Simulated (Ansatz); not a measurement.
The system is MgO2.

```
Mg O
1.0
     4.82861    0.00000    0.00000
     0.00000    4.82861    0.00000
     0.00000    0.00000    4.82861
Mg O
4 8
Direct
  0.00000 0.00000 0.00000
  0.50000 0.00000 0.50000
  0.50000 0.50000 0.00000
  0.00000 0.50000 0.50000
  0.58942 0.91058 0.08942
  0.91058 0.08942 0.58942
  0.08942 0.58942 0.91058
  0.41058 0.41058 0.41058
  0.58942 0.58942 0.58942
  0.91058 0.41058 0.08942
  0.08942 0.91058 0.41058
  0.41058 0.08942 0.91058
```

The cell is a database's computed one.

Base run:

- Program: Ansatz 0.2.0
- Functional: LDA
- Potentials or basis: Ansatz PAW
- Cutoff: 420 eV (not typed: the program's choice for these potentials)
- k mesh: 6 × 6 × 6
- Occupations: fermi-dirac, width 0.05 eV
- Spin: no spin polarisation

Its results: band gap on the k mesh 3.80 eV, indirect (least direct gap 3.93 eV); pressure -5.8 GPa; largest force 0.570 eV/Å.

Question: The run is repeated on the same cell with these changes: functional from LDA to PBEsol. What comes out?

Answer: Band gap on the k mesh 3.87 eV, indirect (least direct gap 4.00 eV); pressure 0.4 GPa; largest force 0.357 eV/Å.

PBEsol binds less tightly than LDA, so the same cell stands under more pressure.

Caveats: the PAW data sets come from PBE, with cores solved anew for the run's functional, which leaves a small shift of forces and pressure.
